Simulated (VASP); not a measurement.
Wanted: the native input for a VASP 6.6.1 run.

```yaml
Task: relaxation of cell and atoms
Functional: PBE
Potentials_or_basis: VASP PAW PBE potentials, release 64 (Mg, Se)
Cutoff: 600 eV
k_mesh: 10 × 10 × 10
Occupations: gaussian, width 0.1 eV
Spin: no spin polarisation
Dipole_correction: no
Further_INCAR_settings: ALGO = Fast; EDIFF = 1e-06; IBRION = 2; EDIFFG = -0.01; NSW = 100; ISIF = 3
```

The structure of MgSe3 lies in POSCAR:

```
MgSe3
1.0
    4.3983935370      0.0000000000      0.0000000000
    0.0000000000      4.3983935370      0.0000000000
    0.0000000000      0.0000000000      4.3983935370
Mg Se
1 3
Direct
    0.0000000000      0.0000000000      0.0000000000
    0.0000000000      0.5000000000      0.5000000000
    0.5000000000      0.0000000000      0.5000000000
    0.5000000000      0.5000000000      0.0000000000
```

The cell was built by a generator and needn't be a form met in nature.

The cell isn't the ideal one: species swapped into the KPb3 type (Pm-3m, No. 221).

These files were run (other wordings do the same):

INCAR

```
ALGO = Fast
EDIFF = 1E-6
EDIFFG = -0.01
ENCUT = 600
GGA = PE
IBRION = 2
ISIF = 3
ISMEAR = 0
LASPH = T
LCHARG = F
LREAL = F
LWAVE = F
NELM = 80
NSW = 100
PREC = Accurate
SIGMA = 0.1
```

KPOINTS

```
k-points
0
Gamma
  10 10 10
```

Potentials or basis: VASP PAW PBE potentials, release 64 (Mg, Se).

Command:

```console
$ cat potpaw_PBE.64/Mg/POTCAR potpaw_PBE.64/Se/POTCAR > POTCAR
$ mpirun -np 1 vasp_std > vasp.out
```

Results of the run:

* Relaxed volume: 21.02 Å³/atom
* Relaxed cell: a = 4.381 Å, b = 4.381 Å, c = 4.381 Å, α = 90.00°, β = 90.00°, γ = 90.00°
* Space group after relaxing (to 0.05 Å): Pm-3m (No. 221)
* Energy gained by relaxing: 0.5 meV/atom
* Ionic steps: 3
* Pressure after relaxing: 0.0 GPa
* Band gap on the k mesh: none (metal or under the smearing width)

Run time: 110 s on 1 thread of Intel(R) Xeon(R) Platinum 8488C (Sapphire Rapids), on a shared host, peak memory 0.27 GiB.
